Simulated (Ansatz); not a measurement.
System: InSe (layers cut from the bulk crystal).

The cell holds 12 atoms: 6 Se and 6 In. Cell: a = 4.034 Å, b = 4.034 Å, c = 67.200 Å, α = 90.0°, β = 90.0°, γ = 120.0°. It derives from InSe. Regions: layer 1, 4 atoms (2 Se and 2 In); layer 2, 4 atoms (2 Se and 2 In); layer 3, 4 atoms (2 Se and 2 In). Vacuum lies along c.

```xyz
12
Lattice="4.0344 0.0000 0.0000 -2.0172 3.4939 0.0000 0.0000 0.0000 67.2000" Properties=species:S:1:pos:R:3
Se    0.0000    2.3292   22.5990
In    2.0172    1.1646   23.8892
In    2.0172    1.1646   26.6831
Se    0.0000    2.3292   27.9693
Se    2.0172    1.1646   30.9206
In    0.0000    0.0000   32.2039
In    0.0000    0.0000   34.9961
Se    2.0172    1.1646   36.2794
Se    0.0000    2.3292   39.2307
In    2.0172    1.1646   40.5169
In    2.0172    1.1646   43.3108
Se    0.0000    2.3292   44.6010
```

The structure was relaxed with PBE-D3(BJ). At the settings of the band run the largest force is still 0.08 eV/Å. The runs that relaxed it are not among those shown. PAW set soft_2, made with PBE.

Gaps computed with Ansatz 0.2.0 without a self-energy: PBE 0.78 eV and HSE06 1.49 eV.

Q: Estimate the G0W0@PBE gap with 6×6×1 mesh, 1259 empty bands, screening to 70 eV, default PAW files.

About 1.30 eV: on its mesh the run moves the gap from 0.84 eV by +0.52 eV, and the mesh misses the edges by 0.06 eV. Among the scalar-relativistic levels given, HSE06 is nearest (+0.19 eV). Bands and cutoff are finite, so the gap is not at the basis limit. The miss can reach some tenths of an eV and take either sign; the mesh is an error of its own. The mesh in the plane is coarse for a sheet; gap and any exciton binding can still move on denser ones. The many-body steps are scalar-relativistic: spin-orbit coupling is not in them.

[Paths, hosts, dates, memory and timing lines, banners, echoed tables and standing remarks are left out of the program output.]

[Logs are printed without paths, hosts, clocks, repeated set-up lines and the standing remarks that a program may print on its own settings, such as how far it seeks lower states.]

[Runs of the session that timed out or met a known fault of the program may be left out.]

[Cells called generated may have been cut or substituted from an entry of the Crystallography Open Database or the Materials Project.]

[Hosts, paths, dates, database ids (printed as entryN), source tags and the programs' standing remarks are cut or masked in the printed files.]
